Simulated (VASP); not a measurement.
# CdTe (F-43m) in VASP: relaxation of cell and atoms with r2SCAN

Aim: the relaxation of cell and atoms of CdTe with r2SCAN.

Program: VASP 6.6.1. These are calculated values, not measurements. Logs are shortened: lines on timing, memory, paths and dates and some standing lists are left out, and cuts for length are marked.

### 1 The crystal as given

It takes space group F-43m (No. 216, cubic). The conventional cell has a = 6.410 Å, b = 6.410 Å, c = 6.410 Å, α = 90.00°, β = 90.00°, γ = 90.00°. Cd (site symmetry -43m) is surrounded by 4 Te at 2.78 Å. Around Te (site symmetry -43m) lie 4 Cd at 2.78 Å.

### 2 Relaxation of cell and atoms, r2SCAN

Contents of POSCAR:

```
CdTe
1.0
    0.0000000000      3.2050000000      3.2050000000
    3.2050000000      0.0000000000      3.2050000000
    3.2050000000      3.2050000000      0.0000000000
Cd Te
1 1
Direct
    0.0000000000      0.0000000000      0.0000000000
    0.2500000000      0.2500000000      0.2500000000
```

Contents of INCAR.step1:

```
SYSTEM = CdTe
PREC = Accurate ; ENCUT = 600
ISMEAR = 0 ; SIGMA = 0.02
LREAL = .False. ; LASPH = .True.
NELM = 100 ; GGA = PE
ALGO = Normal ; EDIFF = 1E-4
LWAVE = .True. ; LCHARG = .False.
```

Contents of INCAR.step2:

```
SYSTEM = CdTe
PREC = Accurate ; ENCUT = 600
EDIFF = 1E-6 ; ISMEAR = 0
SIGMA = 0.02 ; LREAL = .False.
LASPH = .True. ; NELM = 100
ALGO = Normal ; ISIF = 3
LWAVE = .False. ; LCHARG = .False.
METAGGA = R2SCAN ; LMIXTAU = .True.
IBRION = 2 ; NSW = 100
EDIFFG = -0.005 ; ISTART = 1
```

Contents of KPOINTS:

```
regular mesh
0
Gamma
  8 8 8
  0 0 0
```

Potentials or basis: VASP PAW PBE potentials, release 64 (Cd, Te).

Command:

```bash
> cat potpaw_PBE.64/Cd/POTCAR potpaw_PBE.64/Te/POTCAR > POTCAR
> cp INCAR.step1 INCAR
> mpirun -np 1 vasp_std > vasp.out
> cp INCAR.step2 INCAR
> mpirun -np 1 vasp_std > vasp.out
```

OUTCAR:

```text
SYSTEM = CdTe
   PREC = Accurate
   ENCUT = 600
   EDIFF = 1E-6
   ISMEAR = 0
   LREAL = .False.
   LASPH = .True.
   NELM = 100
   ISIF = 3
   METAGGA = R2SCAN
   IBRION = 2
   NSW = 100
   EDIFFG = -0.005
   ISTART = 1

 ion  position               nearest neighbor table
   1  0.000  0.000  0.000-   2 2.78   2 2.78   2 2.78   2 2.78
   2  0.250  0.250  0.250-   1 2.78   1 2.78   1 2.78   1 2.78

  LATTYP: Found a face centered cubic cell.
 ALAT       =     6.4100000000

  Lattice vectors:

 A1 = (   0.0000000000,   3.2050000000,   3.2050000000)
 A2 = (   3.2050000000,   0.0000000000,   3.2050000000)
 A3 = (   3.2050000000,   3.2050000000,   0.0000000000)

Analysis of symmetry for initial positions (statically):
=====================================================================
 Subroutine PRICEL returns:
 Original cell was already a primitive cell.

 Routine SETGRP: Setting up the symmetry group for a
 face centered cubic supercell.

 Subroutine GETGRP returns: Found 24 space group operations
 (whereof 24 operations were pure point group operations)
 out of a pool of 48 trial point group operations.

The static configuration has the point symmetry T_d .

Analysis of symmetry for dynamics (positions and initial velocities):
=====================================================================
 Subroutine PRICEL returns:
 Original cell was already a primitive cell.

 Routine SETGRP: Setting up the symmetry group for a
 face centered cubic supercell.

 Subroutine GETGRP returns: Found 24 space group operations
 (whereof 24 operations were pure point group operations)
 out of a pool of 48 trial point group operations.

The dynamic configuration has the point symmetry T_d .

 Subroutine INISYM returns: Found 24 space group operations
 (whereof 24 operations are pure point group operations),
 and found     1 'primitive' translations

----------------------------------------------------------------------------------------

                                     Primitive cell

  volume of cell :      65.8437

  direct lattice vectors                    reciprocal lattice vectors
     0.000000000  3.205000000  3.205000000    -0.156006240  0.156006240  0.156006240
     3.205000000  0.000000000  3.205000000     0.156006240 -0.156006240  0.156006240
     3.205000000  3.205000000  0.000000000     0.156006240  0.156006240 -0.156006240

  length of vectors
     4.532554467  4.532554467  4.532554467     0.270210734  0.270210734  0.270210734

  position of ions in fractional coordinates (direct lattice)
     0.000000000  0.000000000  0.000000000
     0.250000000  0.250000000  0.250000000

  ion indices of the primitive-cell ions
   primitive index   ion index
                 1           1
                 2           2

----------------------------------------------------------------------------------------

 KPOINTS: regular mesh

Automatic generation of k-mesh.
 Grid dimensions read from file:
 generate k-points for:    8    8    8

 Generating k-lattice:

  Cartesian coordinates                     Fractional coordinates (reciprocal lattice)
    -0.019500780  0.019500780  0.019500780     0.125000000  0.000000000  0.000000000
     0.019500780 -0.019500780  0.019500780     0.000000000  0.125000000  0.000000000
     0.019500780  0.019500780 -0.019500780     0.000000000  0.000000000  0.125000000

  Length of vectors
     0.033776342  0.033776342  0.033776342

  Shift w.r.t. Gamma in fractional coordinates (k-lattice)
     0.000000000  0.000000000  0.000000000

 Subroutine IBZKPT returns following result:
 ===========================================

 Found     29 irreducible k-points:

 Following reciprocal coordinates:
            Coordinates               Weight
  0.000000  0.000000  0.000000      1.000000
  0.125000  0.000000  0.000000      8.000000
  0.250000  0.000000  0.000000      8.000000
  0.375000  0.000000  0.000000      8.000000
  0.500000  0.000000  0.000000      4.000000
  0.125000  0.125000  0.000000      6.000000
[... 16 lines left out ...]
  0.500000  0.250000  0.125000     48.000000
 -0.375000  0.250000  0.125000     24.000000
 [... further k-points ...]
   k-points           NKPTS =     29   k-points in BZ     NKDIM =     29   number of bands    NBANDS=     13
   number of dos      NEDOS =    301   number of ions     NIONS =      2
   total plane-waves  NPLWV =  46656
   dimension x,y,z NGX =    36 NGY =   36 NGZ =   36
   dimension x,y,z NGXF=    72 NGYF=   72 NGZF=   72
   ions per type =               1   1
   NGX,Y,Z   is equivalent  to a cutoff of  13.20, 13.20, 13.20 a.u.
   NGXF,Y,Z  is equivalent  to a cutoff of  26.41, 26.41, 26.41 a.u.
 SYSTEM =  CdTe
   PREC   = accura    normal or accurate (medium, high low for compatibility)
   ISTART =      1    job   : 0-new  1-cont  2-samecut
   ICHARG =      0    charge: 1-file 2-atom 10-const
   ISPIN  =      1    spin polarized calculation?
   LNONCOLLINEAR =      F non collinear calculations
   LSORBIT =      F    spin-orbit coupling
   LASPH  =      T    aspherical Exc in radial PAW
   ENCUT  =  600.0 eV  44.10 Ry    6.64 a.u.   9.05  9.05  9.05*2*pi/ulx,y,z
   NELM   =    100;   NELMIN=  2; NELMDL=  0     # of ELM steps
   EDIFF  = 0.1E-05   stopping-criterion for ELM
   LREAL  =      F    real-space projection
   EDIFFG = -.5E-02   stopping-criterion for IOM
   NSW    =    100    number of steps for IOM
   IBRION =      2    ionic relax: 0-MD 1-quasi-New 2-CG
   NFREE  =      1    steps in history (QN), initial steepest desc. (CG)
   ISIF   =      3    stress and relaxation
   ISYM   =      2    0-nonsym 1-usesym 2-fastsym
   POTIM  = 0.5000    time-step for ionic-motion
   TEBEG  =    0.0;   TEEND  =   0.0 temperature during run
   PSTRESS=    0.0 pullay stress
   NELECT =      18.0000    total number of electrons
   NUPDOWN=      -1.0000    fix difference up-down
   EMIN   =  10.00;   EMAX   =-10.00  energy-range for DOS
   EFERMI =   0.00;   METHOD = LEGACY
   ISMEAR =     0;   SIGMA  =   0.02  broadening in eV -4-tet -1-fermi 0-gaus
   EFERMI_NEDOS =   21; number of points for ismear=-14 and -15
   IALGO  =     38    algorithm
   IMIX   =      4    mixing-type and parameters
     AMIX     =   0.40;   BMIX     =  1.00
     AMIX_MAG =   1.60;   BMIX_MAG =  1.00
  volume/ion in A,a.u.               =      32.92       222.17
  Fermi-wavevector in a.u.,A,eV,Ry     =   1.062497  2.007828 15.359610  1.128899
  Thomas-Fermi vector in A             =   2.197950
   LORBIT       =      0    0 simple, 1 ext, 2 COOP (PROOUT), +10 PAW based schemes
   METAGGA = R2SCAN    functional components
   LHFCALC =     F    Hartree Fock is set to
   AEXX    =    0.0000 exact exchange contribution
   IVDW    =     0    specifies the selected vdW correction
   LEPSILON=     F    determine dielectric tensor
   LRPA    =     F    only Hartree local field effects (RPA)
 conjugate gradient relaxation of ions
 non-spin polarized calculation
 Gauss-broadening in eV      SIGMA  =   0.02
  energy-cutoff  :      600.00
  volume of cell :       65.84
 maximum number of plane-waves:      2216
   NGX = 19   NGY = 19   NGZ = 19

--------------------------------------- Ionic step        1  -------------------------------------------

 number of electron      17.9999995 magnetization

 Free energy of the ion-electron system (eV)
  ---------------------------------------------------
  ext. energy  EPLUGINS =         0.00000000
  ---------------------------------------------------
  free energy    TOTEN  =       -46.59814132 eV

  energy without entropy =      -46.59814132  energy(sigma->0) =      -46.59814132

------------------------ aborting loop because EDIFF is reached ----------------------------------------

  FORCE on cell =-STRESS in cart. coord.  units (eV):
  Direction    XX          YY          ZZ          XY          YZ          ZX
  --------------------------------------------------------------------------------------
  -------------------------------------------------------------------------------------
  Total        1.3700517      1.3700517      1.3700517     -0.0000000     -0.0000000      0.0000000
  in kB       33.3375309     33.3375309     33.3375309     -0.0000000     -0.0000000      0.0000000
  external PRESSURE =      33.3375309 kB  Pullay stress =       0.0000000 kB

 VOLUME and BASIS-vectors are now :
 -----------------------------------------------------------------------------
  energy-cutoff  :      600.00
  volume of cell :       65.84
      direct lattice vectors                 reciprocal lattice vectors
     0.000000000  3.205000000  3.205000000    -0.156006240  0.156006240  0.156006240
     3.205000000  0.000000000  3.205000000     0.156006240 -0.156006240  0.156006240
     3.205000000  3.205000000  0.000000000     0.156006240  0.156006240 -0.156006240
[... 37 lines left out ...]
 POSITION                                       TOTAL-FORCE (eV/Angst)
 -----------------------------------------------------------------------------------
      6.62183      6.62183      6.62183         0.000000      0.000000      0.000000
      1.65546      1.65546      1.65546        -0.000000     -0.000000     -0.000000
 -----------------------------------------------------------------------------------
    total drift:                               -0.000001     -0.000001     -0.000001

  FREE ENERGIE OF THE ION-ELECTRON SYSTEM (eV)
  ---------------------------------------------------
  free  energy   TOTEN  =       -46.6378057323 eV

  energy  without entropy=      -46.6378057323  energy(sigma->0) =      -46.63780573

--------------------------------------- Ionic step        3  -------------------------------------------

 number of electron      18.0000006 magnetization

 Free energy of the ion-electron system (eV)
  ---------------------------------------------------
  ext. energy  EPLUGINS =         0.00000000
  ---------------------------------------------------
  free energy    TOTEN  =       -46.64437587 eV

  energy without entropy =      -46.64437587  energy(sigma->0) =      -46.64437587

 E-fermi :   1.8582     XC(G=0):  -8.9346

 val. band max:        1.7720729161   @ k =   0.0000   0.0000   0.0000
 cond. band min:       2.9253413138   @ k =   0.0000   0.0000   0.0000
 fundamental gap:      1.1532683977
 Fermi energy:         1.8582174747

 k-point     1 :       0.0000    0.0000    0.0000
  band No.  band energies     occupation
      1      -9.5442      2.00000
      2      -6.6707      2.00000
      3      -6.6706      2.00000
      4      -6.6706      2.00000
      5      -6.4143      2.00000
      6      -6.4143      2.00000
      7       1.7721      2.00000
      8       1.7721      2.00000
      9       1.7721      2.00000
     10       2.9253      0.00000
     11       6.8275      0.00000
     12       6.8275      0.00000
     13       6.8275      0.00000

 k-point     2 :       0.1250    0.0000    0.0000
  band No.  band energies     occupation
      1      -9.4887      2.00000
      2      -6.6601      2.00000
      3      -6.6601      2.00000
      4      -6.6229      2.00000
      5      -6.4150      2.00000
      6      -6.4150      2.00000
      7       0.6474      2.00000
      8       1.6437      2.00000
      9       1.6437      2.00000
     10       3.7370      0.00000
     11       6.7694      0.00000
[... 339 lines left out ...]
 k-point    24 :      -0.3750    0.2500    0.1250
  band No.  band energies     occupation
      1      -9.1136      2.00000
      2      -6.5834      2.00000
      3      -6.5736      2.00000
      4      -6.4281      2.00000
      5      -6.4088      2.00000
      6      -5.9771      2.00000
      7      -2.3233      2.00000
      8      -0.1997      2.00000
      9       0.5670      2.00000
     10       5.3312      0.00000
     11       6.7308      0.00000
     12       8.1380      0.00000
     13       9.3320      0.00000

 [... further k-points ...]

------------------------ aborting loop because EDIFF is reached ----------------------------------------

  FORCE on cell =-STRESS in cart. coord.  units (eV):
  Direction    XX          YY          ZZ          XY          YZ          ZX
  --------------------------------------------------------------------------------------
  -------------------------------------------------------------------------------------
  Total        0.0074312      0.0074312      0.0074312      0.0000000      0.0000000      0.0000000
  in kB        0.1686521      0.1686521      0.1686521      0.0000000      0.0000000      0.0000000
  external PRESSURE =       0.1686521 kB  Pullay stress =       0.0000000 kB

 VOLUME and BASIS-vectors are now :
 -----------------------------------------------------------------------------
  energy-cutoff  :      600.00
  volume of cell :       70.60
      direct lattice vectors                 reciprocal lattice vectors
     0.000000000  3.280323768  3.280323768    -0.152423979  0.152423979  0.152423979
     3.280323768 -0.000000000  3.280323768     0.152423979 -0.152423979  0.152423979
     3.280323768  3.280323768  0.000000000     0.152423979  0.152423979 -0.152423979

 POSITION                                       TOTAL-FORCE (eV/Angst)
 -----------------------------------------------------------------------------------
      0.00000      0.00000      0.00000        -0.000000     -0.000000     -0.000000
      1.64016      1.64016      1.64016         0.000000      0.000000      0.000000
 -----------------------------------------------------------------------------------
    total drift:                               -0.000001     -0.000001     -0.000001

  FREE ENERGIE OF THE ION-ELECTRON SYSTEM (eV)
  ---------------------------------------------------
  free  energy   TOTEN  =       -46.6443758671 eV

  energy  without entropy=      -46.6443758671  energy(sigma->0) =      -46.64437587

 reached required accuracy - stopping structural energy minimisation
```

Wall time 5.5 min (1 thread of AMD EPYC 7R13 (Zen 3), shared host); peak memory 0.22 GiB.

Results:

```yaml
Free_energy: -46.6444 eV
Relaxed_volume: 35.30 Å³/atom
Relaxed_cell: a = 4.639 Å, b = 4.639 Å, c = 4.639 Å, α = 60.00°, β = 60.00°, γ = 60.00°
Space_group_after_relaxing_to_0.05_Å: F-43m (No. 216)
Energy_gained_by_relaxing: 23.1 meV/atom
Ionic_steps: 3
Pressure_after_relaxing: 0.0 GPa
Band_gap_on_the_k_mesh: 1.15 eV, direct
```

The path:
```
step  energy change (eV)  largest force (eV/Å)  pressure (GPa)  volume (Å³)
   1              0.0000                0.0000            3.33        65.84
   2             -0.0397                0.0000           -1.04        72.59
   3             -0.0462                0.0000            0.02        70.60
```

Final structure:
```xyz
2
Lattice="0.0000 3.2803 3.2803 3.2803 0.0000 3.2803 3.2803 3.2803 0.0000" Properties=species:S:1:pos:R:3 pbc="T T T"
Cd    0.0000    0.0000    0.0000
Te    1.6402    1.6402    1.6402
```

Caveat: the PAW data sets were made with another functional, which shifts forces and pressure a little; spin-orbit coupling is left out, which moves the levels of the heavy elements.
